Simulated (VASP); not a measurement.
# Al: band structure with HF

The system is Al.

```
CELL_PARAMETERS angstrom
0.00000 2.02481 2.02481
2.02481 0.00000 2.02481
2.02481 2.02481 0.00000
ATOMIC_POSITIONS crystal
Al 0.00000 0.00000 0.00000
```

```
Program                            : VASP 6.6.1
Task                               : band structure
Functional                         : HF
Potentials or basis                : VASP PAW PBE potentials, release 64 (Al)
Cutoff                             : 520 eV
k mesh                             : 6 × 6 × 6
Occupations                        : fermi-dirac, width 0.05 eV
Spin                               : no spin polarisation
Grid for exact exchange (PRECFOCK) : Normal
Exchange at q = 0                  : truncated
Further INCAR settings             : ALGO = Normal; EDIFF = 1e-07; NBANDS = 8
```

```json
{
 "Pressure": "11.9 GPa",
 "Band gap along the path": "none (metal or under the smearing width)"
}
```

Levels at the corners of the path, in eV from the Fermi level:
| point | band 1 | band 2 | band 3 | band 4 | band 5 | band 6 |
| --- | --- | --- | --- | --- | --- | --- |
| Γ | -20.19 | 13.21 | 19.20 | 19.20 | 19.20 | 20.79 |
| X | -4.63 | -4.60 | 9.85 | 10.08 | 10.30 | 10.30 |
| X | -4.63 | -4.60 | 9.85 | 10.08 | 10.30 | 10.30 |
| W | -2.20 | -0.53 | -0.53 | 1.93 | 15.40 | 22.62 |
| W | -2.20 | -0.53 | -0.53 | 1.93 | 15.40 | 22.62 |
| K | -3.26 | -3.26 | -0.47 | 11.28 | 11.72 | 16.92 |
| K | -3.26 | -3.26 | -0.47 | 11.28 | 11.72 | 16.92 |
| Γ | -20.19 | 13.21 | 19.20 | 19.20 | 19.20 | 20.79 |
| Γ | -20.19 | 13.21 | 19.20 | 19.20 | 19.20 | 20.79 |
| L | -9.59 | -7.76 | 13.00 | 17.67 | 17.67 | 17.67 |
| L | -9.59 | -7.76 | 13.00 | 17.67 | 17.67 | 17.67 |
| U | -3.26 | -3.26 | -0.47 | 11.28 | 11.72 | 16.92 |
| U | -3.26 | -3.26 | -0.47 | 11.28 | 11.72 | 16.92 |
| W | -2.20 | -0.53 | -0.53 | 1.93 | 15.40 | 22.62 |
| W | -2.20 | -0.53 | -0.53 | 1.93 | 15.40 | 22.62 |
| L | -9.59 | -7.76 | 13.00 | 17.67 | 17.67 | 17.67 |
| L | -9.59 | -7.76 | 13.00 | 17.67 | 17.67 | 17.67 |
| K | -3.26 | -3.26 | -0.47 | 11.28 | 11.72 | 16.92 |
| U | -3.26 | -3.26 | -0.47 | 11.28 | 11.72 | 16.92 |
| X | -4.63 | -4.60 | 9.85 | 10.08 | 10.30 | 10.30 |

Wall time 17 min on 1 thread of AMD EPYC 7571 (shared host), peak memory 0.13 GiB.

Caveat: the k mesh is coarse (spacing up to 0.45 Å⁻¹), so the values aren't converged, least of all with exact exchange; the PAW data sets were made with another functional, which shifts forces and pressure a little.
